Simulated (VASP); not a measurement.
Wanted: the native input for a VASP 6.6.1 run.

```yaml
Task: relaxation of cell and atoms
Functional: LDA
Potentials_or_basis: VASP PAW LDA potentials, release 64 (Si, C)
Cutoff: 600 eV
k_mesh: 10 × 10 × 4
Occupations: fermi-dirac, width 0.05 eV
Spin: no spin polarisation
Further_INCAR_settings: ALGO = Normal; EDIFF = 1e-06; IBRION = 2; EDIFFG = -0.005; NSW = 60; ISIF = 3
```

The structure of SiC lies in POSCAR:

```
SiC
1.0
    3.0800000000      0.0000000000      0.0000000000
   -1.5400000000      2.6673582437      0.0000000000
    0.0000000000      0.0000000000      7.5600000000
Si C
3 3
Direct
    0.0000000000      0.0000000000      0.0000000000
    0.3333333333      0.6666666667      0.3333333333
    0.6666666667      0.3333333333      0.6666666667
    0.0000000000      0.0000000000      0.2500000000
    0.3333333333      0.6666666667      0.5833333333
    0.6666666667      0.3333333333      0.9166666667
```

The cell was built by a generator and needn't be a form met in nature.

One way to write it, as run:

INCAR

```
  PREC = Accurate
  ENCUT = 600
  EDIFF = 1E-6
  ISMEAR = -1
  SIGMA = 0.05
  LREAL = F
  LASPH = T
  NELM = 60
  ALGO = Normal
  ISIF = 3
  LWAVE = F
  LCHARG = F
  GGA = CA
  IBRION = 2
  NSW = 60
  EDIFFG = -0.005
  KPAR = 4
```

KPOINTS

```
regular mesh
0
Gamma
  10 10 4
```

Potentials or basis: VASP PAW LDA potentials, release 64 (Si, C).

Launch:

```sh
$ cat potpaw_LDA.64/Si/POTCAR potpaw_LDA.64/C/POTCAR > POTCAR
$ mpirun -np 4 vasp_std > vasp.out
```

It gave:

```
Relaxed volume                         : 10.15 Å³/atom
Relaxed cell                           : a = 3.062 Å, b = 3.062 Å, c = 7.502 Å, α = 90.00°, β = 90.00°, γ = 120.00°
Space group after relaxing (to 0.05 Å) : F-43m (No. 216)
Energy gained by relaxing              : 2.8 meV/atom
Ionic steps                            : 7
Pressure after relaxing                : 0.0 GPa
Band gap on the k mesh                 : 1.29 eV
```

It took 29 s on 4 MPI ranks on Intel(R) Xeon(R) 6975P-C (Granite Rapids), with other jobs on the host, peak memory 0.2 GiB a rank.
